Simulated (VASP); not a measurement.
# Al (Fm-3m) in VASP: further runs

Runs on Al. Level: PBE. Tasks: relaxation of cell and atoms.

Everything below comes from runs of VASP 6.6.1. Logs are shortened: lines on timing, memory, paths and dates and some standing lists are left out, and cuts for length are marked.

### 1 Starting point

Symmetry: Fm-3m, No. 225, cubic system. The conventional cell has a = 4.050 Å, b = 4.050 Å, c = 4.050 Å, α = 90.00°, β = 90.00°, γ = 90.00°. Around Al (site symmetry m-3m) lie 12 Al at 2.86 Å.

### 2 Relaxation of cell and atoms, PBE

INCAR reads:

```
SYSTEM = Al
  PREC = Accurate
  ENCUT = 520
  EDIFF = 1E-7
  ISMEAR = 0
  SIGMA = 0.3
  LREAL = .FALSE.
  LASPH = .TRUE.
  NELM = 80
  ALGO = Normal
  ISIF = 3
  LWAVE = .FALSE.
  LCHARG = .FALSE.
  GGA = PE
  IBRION = 2
  NSW = 80
  EDIFFG = -0.002
```

KPOINTS reads:

```
regular mesh
0
G
  18 18 18
  0 0 0
```

POSCAR reads:

```
Al
1.0
    0.0000000000      2.0248050000      2.0248050000
    2.0248050000      0.0000000000      2.0248050000
    2.0248050000      2.0248050000      0.0000000000
Al
1
Direct
    0.0000000000      0.0000000000      0.0000000000
```

Potentials or basis: VASP PAW PBE potentials, release 64 (Al).

Command:

```console
$ cat potpaw_PBE.64/Al/POTCAR > POTCAR
$ mpirun -np 1 vasp_std > vasp.out
```

OUTCAR:

```text
SYSTEM = Al
   PREC = Accurate
   ENCUT = 520
   EDIFF = 1E-7
   ISMEAR = 0
   LREAL = .FALSE.
   LASPH = .TRUE.
   NELM = 80
   ISIF = 3
   GGA = PE
   IBRION = 2
   NSW = 80
   EDIFFG = -0.002

 ion  position               nearest neighbor table
   1  0.000  0.000  0.000-

  LATTYP: Found a face centered cubic cell.
 ALAT       =     4.0496100000

  Lattice vectors:

 A1 = (   0.0000000000,   2.0248050000,   2.0248050000)
 A2 = (   2.0248050000,   0.0000000000,   2.0248050000)
 A3 = (   2.0248050000,   2.0248050000,   0.0000000000)

Analysis of symmetry for initial positions (statically):
=====================================================================
 Subroutine PRICEL returns:
 Original cell was already a primitive cell.

 Routine SETGRP: Setting up the symmetry group for a
 face centered cubic supercell.

 Subroutine GETGRP returns: Found 48 space group operations
 (whereof 48 operations were pure point group operations)
 out of a pool of 48 trial point group operations.

The static configuration has the point symmetry O_h .

Analysis of symmetry for dynamics (positions and initial velocities):
=====================================================================
 Subroutine PRICEL returns:
 Original cell was already a primitive cell.

 Routine SETGRP: Setting up the symmetry group for a
 face centered cubic supercell.

 Subroutine GETGRP returns: Found 48 space group operations
 (whereof 48 operations were pure point group operations)
 out of a pool of 48 trial point group operations.

The dynamic configuration has the point symmetry O_h .

 Subroutine INISYM returns: Found 48 space group operations
 (whereof 48 operations are pure point group operations),
 and found     1 'primitive' translations

----------------------------------------------------------------------------------------

                                     Primitive cell

  volume of cell :      16.6027

  direct lattice vectors                    reciprocal lattice vectors
     0.000000000  2.024805000  2.024805000    -0.246937359  0.246937359  0.246937359
     2.024805000  0.000000000  2.024805000     0.246937359 -0.246937359  0.246937359
     2.024805000  2.024805000  0.000000000     0.246937359  0.246937359 -0.246937359

  length of vectors
     2.863506692  2.863506692  2.863506692     0.427708053  0.427708053  0.427708053

  position of ions in fractional coordinates (direct lattice)
     0.000000000  0.000000000  0.000000000

  ion indices of the primitive-cell ions
   primitive index   ion index
                 1           1

----------------------------------------------------------------------------------------

 KPOINTS: regular mesh

Automatic generation of k-mesh.
 Grid dimensions read from file:
 generate k-points for:   18   18   18

 Generating k-lattice:

  Cartesian coordinates                     Fractional coordinates (reciprocal lattice)
    -0.013718742  0.013718742  0.013718742     0.055555556  0.000000000  0.000000000
     0.013718742 -0.013718742  0.013718742     0.000000000  0.055555556  0.000000000
     0.013718742  0.013718742 -0.013718742     0.000000000  0.000000000  0.055555556

  Length of vectors
     0.023761558  0.023761558  0.023761558

  Shift w.r.t. Gamma in fractional coordinates (k-lattice)
     0.000000000  0.000000000  0.000000000

 Subroutine IBZKPT returns following result:
 ===========================================

 Found    195 irreducible k-points:

 Following reciprocal coordinates:
            Coordinates               Weight
  0.000000  0.000000  0.000000      1.000000
  0.055556  0.000000  0.000000      8.000000
  0.111111  0.000000  0.000000      8.000000
  0.166667  0.000000  0.000000      8.000000
  0.222222  0.000000  0.000000      8.000000
  0.277778  0.000000  0.000000      8.000000
[... 16 lines left out ...]
 -0.277778  0.055556  0.000000     24.000000
 -0.222222  0.055556  0.000000     24.000000
 [... further k-points ...]
   k-points           NKPTS =    195   k-points in BZ     NKDIM =    195   number of bands    NBANDS=      5
   number of dos      NEDOS =    301   number of ions     NIONS =      1
   total plane-waves  NPLWV =  13824
   dimension x,y,z NGX =    24 NGY =   24 NGZ =   24
   dimension x,y,z NGXF=    48 NGYF=   48 NGZF=   48
   ions per type =               1
   NGX,Y,Z   is equivalent  to a cutoff of  13.93, 13.93, 13.93 a.u.
   NGXF,Y,Z  is equivalent  to a cutoff of  27.87, 27.87, 27.87 a.u.
 SYSTEM =  Al
   PREC   = accura    normal or accurate (medium, high low for compatibility)
   ISTART =      0    job   : 0-new  1-cont  2-samecut
   ICHARG =      2    charge: 1-file 2-atom 10-const
   ISPIN  =      1    spin polarized calculation?
   LNONCOLLINEAR =      F non collinear calculations
   LSORBIT =      F    spin-orbit coupling
   LASPH  =      T    aspherical Exc in radial PAW
   ENCUT  =  520.0 eV  38.22 Ry    6.18 a.u.   5.32  5.32  5.32*2*pi/ulx,y,z
   NELM   =     80;   NELMIN=  2; NELMDL= -5     # of ELM steps
   EDIFF  = 0.1E-06   stopping-criterion for ELM
   LREAL  =      F    real-space projection
   EDIFFG = -.2E-02   stopping-criterion for IOM
   NSW    =     80    number of steps for IOM
   IBRION =      2    ionic relax: 0-MD 1-quasi-New 2-CG
   NFREE  =      1    steps in history (QN), initial steepest desc. (CG)
   ISIF   =      3    stress and relaxation
   ISYM   =      2    0-nonsym 1-usesym 2-fastsym
   POTIM  = 0.5000    time-step for ionic-motion
   TEBEG  =    0.0;   TEEND  =   0.0 temperature during run
   PSTRESS=    0.0 pullay stress
   NELECT =       3.0000    total number of electrons
   NUPDOWN=      -1.0000    fix difference up-down
   EMIN   =  10.00;   EMAX   =-10.00  energy-range for DOS
   EFERMI =   0.00;   METHOD = LEGACY
   ISMEAR =     0;   SIGMA  =   0.30  broadening in eV -4-tet -1-fermi 0-gaus
   EFERMI_NEDOS =   21; number of points for ismear=-14 and -15
   IALGO  =     38    algorithm
   IMIX   =      4    mixing-type and parameters
     AMIX     =   0.40;   BMIX     =  1.00
     AMIX_MAG =   1.60;   BMIX_MAG =  1.00
  volume/ion in A,a.u.               =      16.60       112.04
  Fermi-wavevector in a.u.,A,eV,Ry     =   0.925526  1.748991 11.654733  0.856599
  Thomas-Fermi vector in A             =   2.051390
   LORBIT       =      0    0 simple, 1 ext, 2 COOP (PROOUT), +10 PAW based schemes
   GGA     = PE    functional components
   LHFCALC =     F    Hartree Fock is set to
   AEXX    =    0.0000 exact exchange contribution
   IVDW    =     0    specifies the selected vdW correction
   LEPSILON=     F    determine dielectric tensor
   LRPA    =     F    only Hartree local field effects (RPA)
 conjugate gradient relaxation of ions
 non-spin polarized calculation
 Gauss-broadening in eV      SIGMA  =   0.30
  energy-cutoff  :      520.00
  volume of cell :       16.60
 maximum number of plane-waves:       459
 NGX is ok and might be reduce to    24
   NGX = 11   NGY = 11   NGZ = 11

--------------------------------------- Ionic step        1  -------------------------------------------

 number of electron       3.0000000 magnetization

 Free energy of the ion-electron system (eV)
  ---------------------------------------------------
  ext. energy  EPLUGINS =         0.00000000
  ---------------------------------------------------
  free energy    TOTEN  =        -3.75359468 eV

  energy without entropy =       -3.73392208  energy(sigma->0) =       -3.74375838

------------------------ aborting loop because EDIFF is reached ----------------------------------------

  FORCE on cell =-STRESS in cart. coord.  units (eV):
  Direction    XX          YY          ZZ          XY          YZ          ZX
  --------------------------------------------------------------------------------------
  -------------------------------------------------------------------------------------
  Total       -0.0528691     -0.0528691     -0.0528691     -0.0000000     -0.0000000      0.0000000
  in kB       -5.1019108     -5.1019108     -5.1019108     -0.0000000     -0.0000000      0.0000000
  external PRESSURE =      -5.1019108 kB  Pullay stress =       0.0000000 kB
[... 55 lines left out ...]
  energy  without entropy=       -3.7342108053  energy(sigma->0) =       -3.74399023

--------------------------------------- Ionic step        3  -------------------------------------------

 number of electron       3.0000000 magnetization

 Free energy of the ion-electron system (eV)
  ---------------------------------------------------
  ext. energy  EPLUGINS =         0.00000000
  ---------------------------------------------------
  free energy    TOTEN  =        -3.75377332 eV

  energy without entropy =       -3.73420004  energy(sigma->0) =       -3.74398668

 E-fermi :   7.9939     XC(G=0): -10.1983

 val. band max:        7.9898150271   @ k =  -0.2778   0.2778   0.0556
 cond. band min:       7.9969245945   @ k =  -0.2778   0.5000   0.2222
 fundamental gap:      0.0071095674
 Fermi energy:         7.9939366142

 k-point     1 :       0.0000    0.0000    0.0000
  band No.  band energies     occupation
      1      -3.1326      2.00000
      2      20.6271      0.00000
      3      20.6271      0.00000
      4      20.6271      0.00000
      5      22.1227      0.00000

 k-point     2 :       0.0556    0.0000    0.0000
  band No.  band energies     occupation
      1      -3.0486      2.00000
      2      19.1096      0.00000
      3      20.3155      0.00000
      4      20.3155      0.00000
      5      22.5651      0.00000
[... 169 lines left out ...]
 k-point    24 :      -0.2222    0.0556    0.0000
  band No.  band energies     occupation
      1      -1.4909      2.00000
      2      11.8471      0.00000
      3      17.2930      0.00000
      4      20.1453      0.00000
      5      21.8913      0.00000

 [... further k-points ...]

------------------------ aborting loop because EDIFF is reached ----------------------------------------

  FORCE on cell =-STRESS in cart. coord.  units (eV):
  Direction    XX          YY          ZZ          XY          YZ          ZX
  --------------------------------------------------------------------------------------
  -------------------------------------------------------------------------------------
  Total        0.0001817      0.0001817      0.0001817      0.0000000     -0.0000000      0.0000000
  in kB        0.0176512      0.0176512      0.0176512      0.0000000     -0.0000000      0.0000000
  external PRESSURE =       0.0176512 kB  Pullay stress =       0.0000000 kB
[... 16 lines left out ...]
  FREE ENERGIE OF THE ION-ELECTRON SYSTEM (eV)
  ---------------------------------------------------
  free  energy   TOTEN  =        -3.7537733185 eV

  energy  without entropy=       -3.7342000353  energy(sigma->0) =       -3.74398668

 reached required accuracy - stopping structural energy minimisation
```

Run time: 14 s. Hardware: 1 thread of Intel Xeon 6975P-C (Granite Rapids), shared host; peak memory 0.14 GiB.

Results:

```yaml
Free_energy: -3.7538 eV
Relaxed_volume: 16.49 Å³/atom
Relaxed_cell: a = 2.857 Å, b = 2.857 Å, c = 2.857 Å, α = 60.00°, β = 60.00°, γ = 60.00°
Space_group_after_relaxing_to_0.05_Å: Fm-3m (No. 225)
Energy_gained_by_relaxing: 0.2 meV/atom
Ionic_steps: 3
Pressure_after_relaxing: 0.0 GPa
Band_gap_on_the_k_mesh: none (metal or under the smearing width)
```

The path:
```
step  energy change (eV)  largest force (eV/Å)  pressure (GPa)  volume (Å³)
   1              0.0000                0.0000           -0.51        16.60
   2             -0.0002                0.0000            0.08        16.48
   3             -0.0002                0.0000            0.00        16.49
```

Final structure:
```yaml
crystal:
  lattice:
    - [0.00000, 2.02029, 2.02029]
    - [2.02029, 0.00000, 2.02029]
    - [2.02029, 2.02029, 0.00000]
  atoms:
    - { symbol: Al, position: [0.00000, 0.00000, 0.00000] }
```

Levels at points of the mesh, in eV from the Fermi level:
| k point | band 1 | band 2 | band 3 | band 4 | band 5 |
| --- | --- | --- | --- | --- | --- |
| (0.00, 0.00, 0.00) | -11.13 | 12.63 | 12.63 | 12.63 | 14.13 |
| (0.50, 0.00, 0.00) | -4.58 | -4.37 | 11.43 | 11.43 | 11.47 |
| (0.50, 0.50, 0.00) | -2.91 | -1.59 | 5.27 | 5.61 | 5.61 |

### 3 Relaxation of cell and atoms, PBE

This run uses another cell than the first one, of 16.49 Å³/atom, 0.993 times its volume.

INCAR is that of step 2.

KPOINTS is that of step 2.

POSCAR reads:

```
Al                                      
1.0
   -0.0000000000      2.0202919453      2.0202919453
    2.0202919453     -0.0000000000      2.0202919453
    2.0202919453      2.0202919453      0.0000000000
  Al            
     1
Direct
     0.0000000000000000    0.0000000000000000    0.0000000000000000
```

Potentials or basis: VASP PAW PBE potentials, release 64 (Al).

Command:

```console
$ cat potpaw_PBE.64/Al/POTCAR > POTCAR
$ mpirun -np 1 vasp_std > vasp.out
```

OUTCAR:

```text
SYSTEM = Al
   PREC = Accurate
   ENCUT = 520
   EDIFF = 1E-7
   ISMEAR = 0
   LREAL = .FALSE.
   LASPH = .TRUE.
   NELM = 80
   ISIF = 3
   GGA = PE
   IBRION = 2
   NSW = 80
   EDIFFG = -0.002

 ion  position               nearest neighbor table
   1  0.000  0.000  0.000-

  LATTYP: Found a face centered cubic cell.
 ALAT       =     4.0405838906

  Lattice vectors:

 A1 = (   0.0000000000,   2.0202919453,   2.0202919453)
 A2 = (   2.0202919453,   0.0000000000,   2.0202919453)
[... 376 lines left out ...]
 [... further k-points ...]

------------------------ aborting loop because EDIFF is reached ----------------------------------------

  FORCE on cell =-STRESS in cart. coord.  units (eV):
  Direction    XX          YY          ZZ          XY          YZ          ZX
  --------------------------------------------------------------------------------------
  -------------------------------------------------------------------------------------
  Total        0.0001786      0.0001786      0.0001786      0.0000000     -0.0000000     -0.0000000
  in kB        0.0173523      0.0173523      0.0173523      0.0000000     -0.0000000     -0.0000000
  external PRESSURE =       0.0173523 kB  Pullay stress =       0.0000000 kB

 VOLUME and BASIS-vectors are now :
 -----------------------------------------------------------------------------
  energy-cutoff  :      520.00
  volume of cell :       16.49
      direct lattice vectors                 reciprocal lattice vectors
     0.000000000  2.020291945  2.020291945    -0.247488984  0.247488984  0.247488984
     2.020291945  0.000000000  2.020291945     0.247488984 -0.247488984  0.247488984
     2.020291945  2.020291945  0.000000000     0.247488984  0.247488984 -0.247488984

 POSITION                                       TOTAL-FORCE (eV/Angst)
 -----------------------------------------------------------------------------------
      0.00000      0.00000      0.00000        -0.000000      0.000000      0.000000
 -----------------------------------------------------------------------------------
    total drift:                               -0.000000      0.000000     -0.000000

  FREE ENERGIE OF THE ION-ELECTRON SYSTEM (eV)
  ---------------------------------------------------
  free  energy   TOTEN  =        -3.7537676168 eV

  energy  without entropy=       -3.7341943498  energy(sigma->0) =       -3.74398098

 reached required accuracy - stopping structural energy minimisation
```

Run time: 6.4 s. Hardware: 1 thread of Intel Xeon 6975P-C (Granite Rapids), shared host; peak memory 0.13 GiB.

What came out:

```yaml
Free_energy: -3.7538 eV
Pressure_after_relaxing: 0.0 GPa
Band_gap_on_the_k_mesh: none (metal or under the smearing width)
```

Final structure:
```
CELL_PARAMETERS angstrom
0.00000 2.02029 2.02029
2.02029 0.00000 2.02029
2.02029 2.02029 0.00000
ATOMIC_POSITIONS crystal
Al 0.00000 0.00000 0.00000
```

Caveat: the relaxation stopped at its first step, so nothing moved.
